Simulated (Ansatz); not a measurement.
CsCl (CsCl type)

```
CELL_PARAMETERS angstrom
      4.20527     0.00000     0.00000
      0.00000     4.20527     0.00000
      0.00000     0.00000     4.20527
ATOMIC_POSITIONS crystal
  Cs 0.00000 0.00000 0.00000
  Cl 0.50000 0.50000 0.50000
```

In this cell atom 1 (Cs, nearest neighbour Cl at 3.642 Å; its periodic images, 4.2 Å or more away, move with it) is moved by s along Cartesian z, unit vector (0.000, 0.000, 1.000); all other atoms and the cell stay fixed.

All values below come from PBE (plane waves to 420 eV, PAW, scalar-relativistic; Ansatz, a quantum-chemistry and plane-wave program). k mesh 6×6×6 (Γ-centred), Fermi-Dirac smearing 0.05 eV. The energy includes the smearing's −TS. CsCl was relaxed with its symmetry unable to fall. ΔE is measured from the undisplaced structure.

```json
[
 {"s (Å)": "-0.360", "ΔE (meV/cell)": "38.0"},
 {"s (Å)": "-0.288", "ΔE (meV/cell)": "24.0"},
 {"s (Å)": "-0.216", "ΔE (meV/cell)": "13.4"},
 {"s (Å)": "-0.144", "ΔE (meV/cell)": "withheld"},
 {"s (Å)": "-0.072", "ΔE (meV/cell)": "1.5"},
 {"s (Å)": "0.000", "ΔE (meV/cell)": "0.0"},
 {"s (Å)": "0.072", "ΔE (meV/cell)": "1.5"},
 {"s (Å)": "0.144", "ΔE (meV/cell)": "withheld"},
 {"s (Å)": "0.216", "ΔE (meV/cell)": "13.4"},
 {"s (Å)": "0.288", "ΔE (meV/cell)": "24.0"},
 {"s (Å)": "0.360", "ΔE (meV/cell)": "38.0"}
]
```

Q: Fit an even polynomial form (powers 2, 4) to the given rows and predict ΔE at s = -0.144.

A: Least squares on the 9 given rows: ΔE = (283.3)·s² + (76.04)·s⁴, in meV/cell with s in Å; root-mean-square residual 0.02 meV/cell. At -0.144 the fit gives 5.9 meV/cell; the calculation gives 5.9 meV/cell, the same to the digits shown. The quadratic term alone would give 5.9 meV/cell.

(For displaced atoms, the force is minus the slope of the energy, and its curvature is a force constant, which sets phonon frequencies.)
